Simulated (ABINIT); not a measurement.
Runs of ABINIT 10.8.3 (patched build) on PtS2. The structure is trigonal, space group P-3m1 (No. 164). Conventional cell: a = 3.543 Å, b = 3.543 Å, c = 5.039 Å, α = 90.00°, β = 90.00°, γ = 120.00°. Around Pt (site symmetry -3m) lie 6 S at 2.34 Å. S (site symmetry 3m) has 3 Pt at 2.34 Å as nearest neighbours. 

```tsv
task	level	cell	k mesh	cutoff (eV)	fine-grid cutoff	cell freedom (optcell)	cutoff smearing ecutsm (Ha)	optimiser (ionmov)	force stop (Ha/bohr)	mesh quality	gap on the mesh (eV)	pressure (GPa)	largest force (eV/Å)
single point	PBEsol	as given	5 × 5 × 3	544	1088.46 eV	-	-	-	-	not flagged	1.21	7.3	(a)
single point	PBE	as given	7 × 7 × 4	544	1088.46 eV	-	-	-	-	not flagged	(b)	12.4	1.37
band structure	r2SCAN	as given	9 × 9 × 5	653	1251.72 eV	-	-	-	-	not flagged	1.15	-	1.29
relaxation of cell and atoms	r2SCAN	relaxed	4 × 4 × 2	653	1251.72 eV	2	0.5	2	0.0002	coarse	1.02	-	0.01
band structure	SOGGA	as given	9 × 9 × 5	544	1088.46 eV	-	-	-	-	not flagged	0.92	5.7	0.96
```

Alike in all rows: potentials or basis JTH PAW PBE v2.0; no spin polarisation; smearing fermi-dirac 0.05 eV.

Fill in the values left out.

(a) 1.11; (b) 0.79.

Caveats: some runs use coarse meshes; spin-orbit coupling is left out, which moves the levels of the heavy elements; the PAW data sets were made with another functional, which shifts forces and pressure a little (some runs); an odd mesh through Γ misses points on the zone boundary, where band edges often lie (some runs); forces of over 1 eV/Å show positions far from the minimum, so gaps and moduli don't describe the material at rest (some runs).

A k mesh can miss the band edges, and the runs leave out spin-orbit coupling on Pt.

Not every run made on this cell is shown here.
